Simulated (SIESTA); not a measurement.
Crystal: SiC (Moissanite 6H).

```xyz
12
Lattice="3.0950 0.0000 0.0000 -1.5475 2.6803 0.0000 0.0000 0.0000 15.1700" Properties=species:S:1:pos:R:3 pbc="T T T"
Si    1.5475    0.8934    6.9524
Si    0.0000    1.7869   14.5374
Si    1.5475    0.8934   12.0101
Si    0.0000    1.7869    4.4251
Si    0.0000    0.0000    9.4812
Si    0.0000    0.0000    1.8962
C     1.5475    0.8934    5.0562
C     0.0000    1.7869   12.6412
C     1.5475    0.8934   10.1138
C     0.0000    1.7869    2.5288
C     0.0000    0.0000    7.5850
C     0.0000    0.0000    0.0000
```

Program: SIESTA 5.4.2. Alike in all runs: task band structure; no spin polarisation; cell as given; k mesh 10 × 10 × 2; smearing fermi-dirac 0.05 eV; grid cutoff 500 Ry.

Task: Order these runs on this cell by their pressure, lowest first.
A. level PBE; potentials or basis PseudoDojo 0.4 standard (PBE files), SZ (energy shift 0.002 Ry); energy shift 0.002 Ry
B. level PBE; potentials or basis PseudoDojo 0.4 standard (PBE files), TZ (energy shift 0.002 Ry); energy shift 0.002 Ry
C. level SOGGA; potentials or basis PseudoDojo 0.4 standard (PBEsol files), DZP (energy shift 0.002 Ry); energy shift 0.002 Ry
D. level PBE; potentials or basis PseudoDojo 0.4 standard (PBE files), TZDP (energy shift 0.01 Ry); energy shift 0.01 Ry
E. level PBE; potentials or basis PseudoDojo 0.4 standard (PBE files), TZP (energy shift 0.005 Ry); energy shift 0.005 Ry

Result: C (-1.4 GPa), D (1.3 GPa), E (3.2 GPa), B (10.1 GPa), A (22.7 GPa).

Caveats: the basis of atomic orbitals isn't converged, which shifts pressures, moduli and gaps; the basis has no polarisation orbitals (some runs); so large a pressure means that the cell lies far from this level's equilibrium, or that cutoff or potentials fall short (some runs); the potentials were made for another functional, which shifts forces and pressure (some runs).

Not every run made on this cell is shown here.
